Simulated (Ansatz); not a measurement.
**CdTe, one cell by several methods**

```
Cd Te
1.0
     3.06529   -3.09461    0.00000
     3.06529    3.09461    0.00000
     0.00000    0.00000    6.09065
Cd Te
2 2
Direct
  0.27703 0.72297 0.75000
  0.72297 0.27703 0.25000
  0.76614 0.23386 0.75000
  0.23386 0.76614 0.25000
```

Atoms are numbered in the order listed.

Structure from Materials Project entry mp-1066480 (possibly hypothetical), not relaxed further.

Spin–orbit coupling is left out, though it moves levels of the heavy atoms by tenths of an eV or more.

Methods: DFT, PBE, PAW with Ansatz's default frozen-core files, scalar-relativistic (Ansatz 0.2.0); DFT, PBE, all-electron PAW with datasets made for the crystal, scalar-relativistic (Ansatz 0.2.0); DFT, PBE, all-electron LAPW, scalar-relativistic (Ansatz 0.2.0).

For PAW: a Γ-centred 9×9×6 k mesh, Fermi–Dirac smearing of 0.05 eV, cutoff 420 eV, no spin polarisation. The crystal-made all-electron datasets (AE datasets) take a cutoff of 240 eV at this cell. LAPW targets a basis error of 1 meV/atom. The Ansatz runs share mesh, smearing and spin set-up. Plane-wave (PAW) pressures include the program's estimate of the Pulay term.

Stress and pressure are positive in compression.

No spin–orbit coupling: at heavy atoms the gradients can be off by tens of per cent for that reason.

In a metal, gradients converge slowly with the k mesh: the values move by tens of per cent from one mesh to another, at times in sign, so only the comparison on one mesh counts.

Levels count from the Fermi level.

```csv
quantity,PAW,AE datasets,LAPW
pressure (GPa),-0.26,-0.25,-0.25
stress xx (GPa),-0.37,-0.36,-0.36
stress yy (GPa),-0.41,-0.41,-0.40
stress zz (GPa),-0.01,0.00,0.00
"force on Cd1, y (eV/Å)",0.040,0.040,0.040
"force on Te3, y (eV/Å)",0.036,0.036,0.036
highest filled level at Γ (eV),-0.347,-0.347,-0.347
lowest empty level at Γ (eV),0.294,0.294,0.293
highest filled level at Y (eV),-1.148,-1.149,-1.149
field gradient Vzz at Te3 (10²¹ V/m²),-0.97,-0.95,–
```

PAW's pressure differs from the LAPW value by about 0.01 GPa or less.
